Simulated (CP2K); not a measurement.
The system is MgO.

```
Mg O
1.0
     2.96561    0.00000    0.00000
     1.48280    2.56829    0.00000
     1.48280    0.85610    2.42141
Mg O
1 1
Direct
  0.00000 0.00000 0.00000
  0.50000 0.50000 0.50000
```

The cell is a database's computed one.

Base run:

- Program: CP2K 2026.2
- Functional: PBE
- Dispersion: D4
- Potentials or basis: POTENTIAL_UZH Mg GTH-PBE-q10, O GTH-PBE-q6; TZVP-MOLOPT-PBE-GTH basis
- Density cutoff: 19048 eV
- k mesh: 11 × 11 × 11
- Occupations: fermi-dirac, width 0.05 eV
- Spin: no spin polarisation

Its results: band gap on the k mesh 4.82 eV, direct; pressure 7.7 GPa.

Question: After a change of settings the same cell gave: band gap on the k mesh 4.82 eV, direct; pressure 5.6 GPa. Which change was it?
A. dispersion from D4 to D2
B. dispersion from D4 to D3
C. dispersion from D4 to D3(BJ)
D. dispersion from D4 to none

Answer: C.

Caveats: the basis of atomic orbitals isn't converged, which shifts pressures, moduli and gaps.
